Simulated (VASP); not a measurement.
## Ta2C: single point with PBEsol

The system is Ta2C.

```
Ta C
1.0
     3.10590    0.00000    0.00000
    -1.55295    2.68979    0.00000
     0.00000    0.00000    4.94640
Ta C
2 1
Direct
  0.33333 0.66667 0.25201
  0.66667 0.33333 0.74799
  0.00000 0.00000 0.00000
```

```yaml
Program: VASP 6.6.1
Task: single point
Functional: PBEsol
Potentials_or_basis: VASP PAW PBE potentials, release 64 (Ta_pv, C)
Cutoff: 520 eV
k_mesh: 6 × 6 × 4
Occupations: gaussian, width 0.1 eV
Spin: no spin polarisation
Dipole_correction: no
Further_INCAR_settings: ALGO = Fast; EDIFF = 1e-07; NBANDS = 20
```

```json
{
  "Pressure": "-2.8 GPa",
  "Largest force": "0.312 eV/Å",
  "Band gap on the k mesh": "none (metal or under the smearing width)"
}
```

Forces in eV/Å, atoms in the order of the input:
```
Ta   0.000  0.000  0.312
Ta   0.000  0.000 -0.312
C    0.000  0.000  0.000
```

Stress tensor (GPa, compression positive):
```
-2.65  0.00  0.00
 0.00 -2.65  0.00
 0.00  0.00 -3.06
```

Levels at points of the mesh, in eV from the Fermi level:
```csv
k point,band 11,band 12,band 13,band 14,band 15,band 16
"(0.00, 0.00, 0.00)",-3.05,-0.07,0.46,0.46,1.08,1.08
"(0.50, 0.00, 0.00)",-3.75,-1.82,-0.30,3.27,3.41,4.58
"(0.00, 0.00, 0.50)",-1.83,-1.62,-0.32,-0.32,2.88,2.88
"(0.50, 0.00, 0.50)",-2.58,-1.20,-1.03,1.53,1.53,4.24
```

It took 9.9 s on 1 thread of Intel(R) Xeon(R) 6975P-C (Granite Rapids), on a shared host, peak memory 0.16 GiB.

Caveat: the k mesh is coarse (spacing up to 0.39 Å⁻¹), so the values aren't converged; the PAW data sets were made with another functional, which shifts forces and pressure a little. The run has no spin-orbit coupling, so splittings on Ta are missing.
